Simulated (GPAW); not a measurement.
# CaF2 (Fluorite) (Fm-3m) in GPAW: equation of state with r2SCAN

Aim: the equation of state of CaF2 (Fluorite) with r2SCAN.

Program: GPAW 26.7.0. These are calculated values, not measurements. Logs are shortened: lines on timing, memory, paths and dates and some standing lists are left out, and cuts for length are marked. The log counts tension as positive stress, the text compression.

## 1. The structure

The structure is cubic, space group Fm-3m (No. 225). Conventional cell: a = 5.462 Å, b = 5.462 Å, c = 5.462 Å, α = 90.00°, β = 90.00°, γ = 90.00°. Ca (site symmetry m-3m) has 8 F at 2.37 Å as nearest neighbours. Around F (site symmetry -43m) lie 4 Ca at 2.37 Å.

## 2. Equation of state, r2SCAN

run.py

```python
from ase import Atoms
from ase.eos import EquationOfState
from ase.io import Trajectory
from ase.units import GPa
from ase.parallel import parprint
from gpaw import GPAW, PW

atoms = Atoms(['Ca', 'F', 'F'],
              cell=[[0.0, 2.731, 2.731],
                    [2.731, 0.0, 2.731],
                    [2.731, 2.731, 0.0]],
              scaled_positions=[[0.0, 0.0, 0.0],
                                [0.75, 0.75, 0.75],
                                [0.25, 0.25, 0.25]],
              pbc=True)

traj = Trajectory('eos.traj', 'w')
volumes, energies = [], []
for x in [0.94, 0.96, 0.98, 1.0, 1.02, 1.04, 1.06]:
    a = atoms.copy()
    a.set_cell(atoms.cell * x**(1 / 3), scale_atoms=True)
    calc = GPAW(mode=PW(800),
                xc='MGGA_X_R2SCAN+MGGA_C_R2SCAN',
                kpts={'size': (8, 8, 8), 'gamma': True},
                occupations={'name': 'fermi-dirac', 'width': 0.05},
                nbands=22,
                convergence={'density': 1e-05, 'energy': 1e-05},
                maxiter=150,
                txt=f'eos-{x:.2f}.txt')
    a.calc = calc
    energies.append(a.get_potential_energy(force_consistent=True))
    volumes.append(a.get_volume())
    p = -a.get_stress()[:3].mean() / GPa
    calc.write(f'eos-{x:.2f}.gpw')
    traj.write(a)
    parprint(f'{x:.2f} {volumes[-1]:10.4f} A^3 {energies[-1]:14.6f} eV {p:9.3f} GPa', flush=True)

v0, e0, B = EquationOfState(volumes, energies, eos='birchmurnaghan').fit()
parprint(f'V0 = {v0:.4f} A^3, E0 = {e0:.6f} eV, B0 = {B / GPa:.2f} GPa')
```

Potentials or basis: GPAW PAW data sets (gpaw-data 1.2.1), pw.

Command:

```bash
$ OMP_NUM_THREADS=1 mpirun -n 4 gpaw python run.py
```

Standard output:

```text
__  _  _
 | _ |_)|_||  |
 |__||  | ||/\| - 26.7.0

Input parameters:
  mode=PW(ecut=800.0),
  convergence={'density': 1e-05, 'energy': 1e-05},
  kpts=MonkhorstPack(size=(8, 8, 8), gamma=True),
  maxiter=150,
  nbands=22,
  occupations=Occupations(name='fermi-dirac', width=0.05),
  xc=XC(name='MGGA_X_R2SCAN+MGGA_C_R2SCAN')

Diagonalizing LCAO Hamiltonian
Converting LCAO to pw mode

                    F

           F

       Ca

Atoms  # Å, Bohr magnetons
|   | symbol |        x |        y |        z |    initial magnetic moments |
|---|--------|----------|----------|----------|-----------------------------|
| 0 |     Ca | 0.000000 | 0.000000 | 0.000000 | ( 0.0000,  0.0000,  0.0000) |
| 1 |      F | 4.012874 | 4.012874 | 4.012874 | ( 0.0000,  0.0000,  0.0000) |
| 2 |      F | 1.337625 | 1.337625 | 1.337625 | ( 0.0000,  0.0000,  0.0000) |

Unit cell  # Å
| periodic |        x |        y |        z |  lengths |    angles |
|----------|----------|----------|----------|----------|-----------|
|      yes | 0.000000 | 2.675250 | 2.675250 | 3.783374 | 60.000000 |
|      yes | 2.675250 | 0.000000 | 2.675250 | 3.783374 | 60.000000 |
|      yes | 2.675250 | 2.675250 | 0.000000 | 3.783374 | 60.000000 |

Number of symmetries: 48
Symmetry operations  # r_c * U_cc + t_c -> r_c
|    | kind |            matrix            |
|----|------|------------------------------|
|  0 |  σ   |  1, 0, 0,  1, 0,-1,  1,-1, 0 |
|  1 |  C2  |  1, 0, 0,  1,-1, 0,  1, 0,-1 |
|  2 |  E   |  1, 0, 0,  0, 1, 0,  0, 0, 1 |
|  3 |  σ   |  1, 0, 0,  0, 0, 1,  0, 1, 0 |
|  4 |  C4  |  1, 0,-1,  1, 0, 0,  1,-1, 0 |
|  5 |  S6  |  1, 0,-1,  1,-1, 0,  1, 0, 0 |
|  6 |  σ   |  1, 0,-1,  0, 1,-1,  0, 0,-1 |
|  7 |  C3  |  1, 0,-1,  0, 0,-1,  0, 1,-1 |
|  8 |  S6  |  1,-1, 0,  1, 0, 0,  1, 0,-1 |
|  9 |  C4  |  1,-1, 0,  1, 0,-1,  1, 0, 0 |
| 10 |  C3  |  1,-1, 0,  0,-1, 1,  0,-1, 0 |
| 11 |  σ   |  1,-1, 0,  0,-1, 0,  0,-1, 1 |
| 12 |  σ   |  0, 1, 0,  1, 0, 0,  0, 0, 1 |
| 13 |  C4  |  0, 1, 0,  0, 1,-1, -1, 1, 0 |
| 14 |  C3  |  0, 1, 0,  0, 0, 1,  1, 0, 0 |
| 15 |  S6  |  0, 1, 0, -1, 1, 0,  0, 1,-1 |
| 16 |  C2  |  0, 1,-1,  1, 0,-1,  0, 0,-1 |
| 17 |  σ   |  0, 1,-1,  0, 1, 0, -1, 1, 0 |
| 18 |  S4  |  0, 1,-1,  0, 0,-1,  1, 0,-1 |
| 19 |  C4  |  0, 1,-1, -1, 1, 0,  0, 1, 0 |
| 20 |  C3  |  0, 0, 1,  1, 0, 0,  0, 1, 0 |
| 21 |  σ   |  0, 0, 1,  0, 1, 0,  1, 0, 0 |
| 22 |  S6  |  0, 0, 1,  0,-1, 1, -1, 0, 1 |
| 23 |  C4  |  0, 0, 1, -1, 0, 1,  0,-1, 1 |
| 24 |  S4  |  0, 0,-1,  1, 0,-1,  0, 1,-1 |
| 25 |  C3  |  0, 0,-1,  0, 1,-1,  1, 0,-1 |
| 26 |  C2  |  0, 0,-1,  0,-1, 0, -1, 0, 0 |
| 27 |  S6  |  0, 0,-1, -1, 0, 0,  0,-1, 0 |
| 28 |  S4  |  0,-1, 1,  1,-1, 0,  0,-1, 0 |
| 29 |  C4  |  0,-1, 1,  0, 0, 1, -1, 0, 1 |
| 30 |  C2  |  0,-1, 1,  0,-1, 0,  1,-1, 0 |
| 31 |  σ   |  0,-1, 1, -1, 0, 1,  0, 0, 1 |
| 32 |  C3  |  0,-1, 0,  1,-1, 0,  0,-1, 1 |
| 33 |  S6  |  0,-1, 0,  0, 0,-1, -1, 0, 0 |
| 34 |  S4  |  0,-1, 0,  0,-1, 1,  1,-1, 0 |
| 35 |  C2  |  0,-1, 0, -1, 0, 0,  0, 0,-1 |
| 36 |  C2  | -1, 1, 0,  0, 1, 0,  0, 1,-1 |
| 37 |  S6  | -1, 1, 0,  0, 1,-1,  0, 1, 0 |
| 38 |  S4  | -1, 1, 0, -1, 0, 1, -1, 0, 0 |
| 39 |  C3  | -1, 1, 0, -1, 0, 0, -1, 0, 1 |
| 40 |  S6  | -1, 0, 1,  0, 0, 1,  0,-1, 1 |
| 41 |  C2  | -1, 0, 1,  0,-1, 1,  0, 0, 1 |
| 42 |  C3  | -1, 0, 1, -1, 1, 0, -1, 0, 0 |
| 43 |  S4  | -1, 0, 1, -1, 0, 0, -1, 1, 0 |
| 44 |  C2  | -1, 0, 0,  0, 0,-1,  0,-1, 0 |
| 45 |  i   | -1, 0, 0,  0,-1, 0,  0, 0,-1 |
| 46 |  σ   | -1, 0, 0, -1, 1, 0, -1, 0, 1 |
| 47 |  C2  | -1, 0, 0, -1, 0, 1, -1, 1, 0 |

BZ-sampling:
  Number of BZ points: 512
  Number of IBZ points: 29

  Monkhorst-Pack size: [8, 8, 8]
  Monkhorst-Pack shift: [0.0625, 0.0625, 0.0625]

K-points  # in reciprocal-cell coordinates
|     |                                coordinates |     weight |
|-----|--------------------------------------------|------------|
|   0 | (  0.00000000,   0.00000000,   0.00000000) | 0.00195312 |
|   1 | (  0.12500000,   0.12500000,   0.00000000) | 0.01171875 |
|   2 | (  0.12500000,   0.12500000,   0.12500000) | 0.01562500 |
|   3 | (  0.25000000,   0.12500000,   0.12500000) | 0.02343750 |
|   4 | (  0.25000000,   0.25000000,   0.00000000) | 0.01171875 |
|   5 | (  0.25000000,   0.25000000,   0.12500000) | 0.04687500 |
|   6 | (  0.25000000,   0.25000000,   0.25000000) | 0.01562500 |
|   7 | (  0.37500000,   0.25000000,  -0.37500000) | 0.04687500 |
|   8 | (  0.37500000,   0.25000000,   0.12500000) | 0.04687500 |
|   9 | (  0.37500000,   0.25000000,   0.25000000) | 0.04687500 |
| ... |                                            |            |
|  28 | (  0.50000000,   0.50000000,   0.50000000) | 0.00781250 |

Plane wave coefficients: 1996
Cutoff: 800.0 eV

Spin-components: 1 (collinear spins)
Bands:           22
Projectors:      15
Spin-degeneracy: 2
Datatype:        complex128

Parallelization:
  kpt:    4
  domain: 1
  band:   1

Density:
  Valence electrons: 24.0
  Components: 1
  Grid points: [25 25 25]
  Charge: 0.0  # |e|

Potential:
  Grid points: [25 25 25]

species:
  Ca:
    name:    Calcium
    Z:       20.0
    valence: 10
    core:    10
    charge:  0.0  # [|e|]
    compensation charges:
      type: gauss
      rc: 0.37  # [Å]
      lmax: 2
    cutoffs:
      filter: 2.10  # [Å]
      core: 1.17  # [Å]
    projectors
    | kind |    occ | energy [eV] | rcut [Å] |
    |------|--------|-------------|----------|
    |   3s |  2.000 |     -47.086 |    1.175 |
    |   4s |  2.000 |      -3.766 |    1.175 |
    |   3p |  6.000 |     -28.008 |    1.154 |
    |    p |        |      -0.797 |    1.154 |
    |    d |        |       0.000 |    0.937 |

    Using partial waves for Ca as LCAO basis

  F:
    name:    Fluorine
    Z:       9.0
    valence: 7
    core:    2
    charge:  0.0  # [|e|]
    compensation charges:
      type: gauss
      rc: 0.20  # [Å]
      lmax: 2
    cutoffs:
      filter: 1.14  # [Å]
      core: 0.74  # [Å]
    projectors
    | kind |    occ | energy [eV] | rcut [Å] |
    |------|--------|-------------|----------|
    |   2s |  2.000 |     -29.898 |    0.635 |
    |   2p |  5.000 |     -11.110 |    0.635 |
    |    s |        |      -2.687 |    0.635 |
    |    p |        |      16.102 |    0.635 |
    |    d |        |       0.000 |    0.635 |

    Using partial waves for F as LCAO basis

Reference energy: -23939.030803  # eV

eigensolver:
  PPCG
  Converge bands: occupied
  niter=2

density mixing:
  MSR1-Mixer
  Pratt-step length: 0.05
  Maximum mixing coefficient: 0.75
  Old densities: 10
  SVD Regularization: 0.005
  Good broyden scale: 1.0
  Trust region scale: 1.0
  Backstep threshold: 4.0
  History deletion threshold: 6.0
  Fourier metric: weight=20.0, sigma=0.015

occupation numbers:
  Fermi-Dirac:
    width: 0.0500  # eV

poisson solver:
  ecut: 6400.0  # eV

xc functional:
  name: MGGA_X_R2SCAN+MGGA_C_R2SCAN with 2 nearest neighbor stencil

convergence criteria:
- Maximum integral of absolute [dens]ity change: 1e-05 electrons / valence electron
- Maximum [total energy] change in last 3 cyles: 1e-05 eV / valence electron
- Maximum integral of absolute [eigenst]ate change: 4e-08 eV^2 / valence electron
maximum number of iterations: 150

SCF iterations
|iter     | |      energy | eigst |  dens |
|---------|-|-------------|-------|-------|
|iter:   1| |  -36.409601 | +0.41 |       |
|iter:   2| |  -26.270959 | -1.58 | -1.13 |
|iter:   3| |-22303380.912783 | +6.56 | -1.13 |
|iter:   4| |   44.939763 | +2.54 | +2.34 |
|iter:   5| |  -25.427323 | +2.24 | -0.20 |
|iter:   6| |  -25.604189 | -0.13 | -1.38 |
|iter:   7| |  -25.646909 | -1.41 | -1.69 |
|iter:   8| |  -25.590072 | -1.86 | -1.78 |
|iter:   9| |  -25.593369 | -3.56 | -2.12 |
|iter:  10| |  -25.593365 | -3.35 | -2.61 |
|iter:  11| |  -25.593126 | -4.42 | -2.95 |
|iter:  12| |  -25.593107 | -5.18 | -3.39 |
|iter:  13| |  -25.593107c| -7.87c| -4.39 |
|iter:  14| |  -25.593107c| -7.58c| -4.91 |
|iter:  15| |  -25.593107c| -8.86c| -5.92c|

Converged in 15 steps
Energy contributions relative to reference atoms: (reference = -23939.030803)

Energy contributions:
  Kinetic:          22.891068
  Coulomb:         -19.255080
  Zero:             -0.618235
  External:          0.000000
  Xc:              -28.610860
  Entropy:          -0.000000
  Spinorbit:         0.000000
  ----------------------------
  Free energy:     -25.593107
  Extrapolated:    -25.593107

dipole moment: (-17.656977, -17.656977, -17.656977)  # |e|*Ang

Fermi level: 8.114
Eigenvalues  # (at kpt = [0.000, 0.000, 0.000])
| band index |      eig [eV] | occ [0-2] |
|------------|---------------|-----------|
|          0 |       -36.117 |     2.000 |
|        ... |               |           |
|          4 |       -16.197 |     2.000 |
|          5 |       -16.197 |     2.000 |
|          6 |        -1.435 |     2.000 |
|          7 |        -1.435 |     2.000 |
|          8 |        -1.435 |     2.000 |
|          9 |         0.578 |     2.000 |
|         10 |         0.578 |     2.000 |
|         11 |         0.578 |     2.000 |
|         12 |         9.175 |     0.000 |
|         13 |        11.046 |     0.000 |
|         14 |        11.046 |     0.000 |
|         15 |        13.435 |     0.000 |
|         16 |        13.435 |     0.000 |
|         17 |        13.435 |     0.000 |
|         18 |        19.222 |     0.000 |
|         19 |        19.222 |     0.000 |
|        ... |               |           |
|         21 |        25.351 |     0.000 |

Gap: 8.324 eV
Transition (v -> c):
  (s=0, k=24, n=11, [0.50, 0.50, 0.00]) -> (s=0, k=0, n=12, [0.00, 0.00, 0.00])
Direct/indirect transitions are different
Direct gap: 8.597 eV
Transition at: (s=0, k=0, n=11, [0.00, 0.00, 0.00])

Stress tensor  # eV/Ang^3
|         x |         y |         z |
|-----------|-----------|-----------|
| -0.022848 |  0.000000 |  0.000000 |
|  0.000000 | -0.022848 |  0.000000 |
|  0.000000 |  0.000000 | -0.022848 |

# Writing to eos-0.94.gpw (mode='')
```

It took 5.8 min on 4 MPI ranks of Intel Xeon Platinum 8488C (Sapphire Rapids), shared host; peak memory 0.51 GiB.

Results:

```yaml
Equilibrium_volume: "13.49 Å³/atom (rough: see the caveat)"
Bulk_modulus: 88 GPa (rough)
```

Energy against volume, from the lowest point:
```csv
volume (Å³/atom),energy (meV/atom)
12.764,12.03
13.036,4.40
13.308,0.69
13.579,0.00
13.851,2.37
14.122,7.25
14.394,14.46
```

Caveat: the points scatter about the fit; the PAW data sets were made with another functional, which shifts forces and pressure a little.
